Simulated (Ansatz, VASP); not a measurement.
## Se in VASP and in Ansatz

The input INCAR:

```
ALGO = Normal ; EDIFF = 1E-6
ENCUT = 520 ; GGA = RP
ISIF = 2 ; ISMEAR = -1
LASPH = True ; LCHARG = False
LREAL = False ; LWAVE = False
NBANDS = 13 ; NELM = 60
PREC = Accurate ; SIGMA = 0.1
```

The input KPOINTS:

```
k-points
0
Gamma
  10 10 10
```

POSCAR

```
Se
1.0
    0.0000000000      3.1189524250      3.1189524250
    3.1189524250      0.0000000000      3.1189524250
    3.1189524250      3.1189524250      0.0000000000
Se
2
Direct
    0.1250000000      0.1250000000      0.1250000000
    0.8750000000      0.8750000000      0.8750000000
```

Input for Ansatz:

```yaml
crystal:
  lattice:
    - [0.0, 3.118952425, 3.118952425]
    - [3.118952425, 0.0, 3.118952425]
    - [3.118952425, 3.118952425, 0.0]
  atoms:
    - { symbol: Se, position: [0.125, 0.125, 0.125] }
    - { symbol: Se, position: [0.875, 0.875, 0.875] }
hamiltonian:
  xc: rpbe
  pseudopotentials:
    kind: paw
    azcp:
      Se: "pseudopotentials/Se.paw.azcp"
basis:
  ecutwfc: 420
  fft_grid_basis: typed
kpoints:
  mp_grid: { grid: [10, 10, 10], shift: [0, 0, 0] }
magnetization:
  spin_polarized: false
scf:
  occupations: { method: fermi_dirac, width: 0.1 }
  lower_state_search: "off"
output:
  stress: true
  write_density: true
  write_potential: true
  elf: true
  volumetric_format: npy
```

Alike in both runs: task single point; functional RPBE; k mesh 10 × 10 × 10; occupations fermi-dirac, width 0.1 eV; no spin polarisation.

|  | VASP | Ansatz |
| --- | --- | --- |
| version | VASP 6.6.1 | Ansatz 0.2.0 |
| potentials or method | VASP PAW PBE potentials, release 64 (Se) | plane waves (420 eV) with PAW, scalar-relativistic |
| plane-wave cutoff (eV) | 520 | 420 |
| valence electrons in the cell | 12 | 32 |

|  | VASP | Ansatz | Ansatz less VASP |
| --- | --- | --- | --- |
| pressure (GPa) | 3.4 | 3.4 | 0.00 |

With one functional, cell and mesh, what is left measures potentials, basis and numerics. The two sets of potentials don't hold the same shells in valence.

Caveats: the PAW data sets were made with another functional, which shifts forces and pressure a little (VASP).
